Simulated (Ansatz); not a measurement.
**What a trial cell of Hg relaxes into**

Theory: DFT PBE, scalar-relativistic, plane waves, PAW in Ansatz. Cutoff 420 eV, Γ-centred k mesh, Gaussian smearing, no spin polarisation in the final step.

This is the end of a relaxation of cell and atoms.

```xyz
1
Lattice="0.0000 2.5300 2.5300 2.5300 0.0000 2.5300 2.5300 2.5300 0.0000" Properties=species:S:1:pos:R:3 pbc="T T T"
Hg    0.0000    0.0000    0.0000
```

Question: What space group does it have?

Answer: Fm-3m (No. 225). Conventional cell: a = 5.060 Å. Around Hg lie 12 Hg at 3.58 Å.

Question: Is it a metal?

Answer: No, the gap on the 12×12×12 mesh is 0.23 eV.

The final run used a 12×12×12 mesh on its 1-atom cell and 0.02 eV smearing. Spin–orbit coupling is left out. The cell came from a trial start, so Hg may not exist in this structure.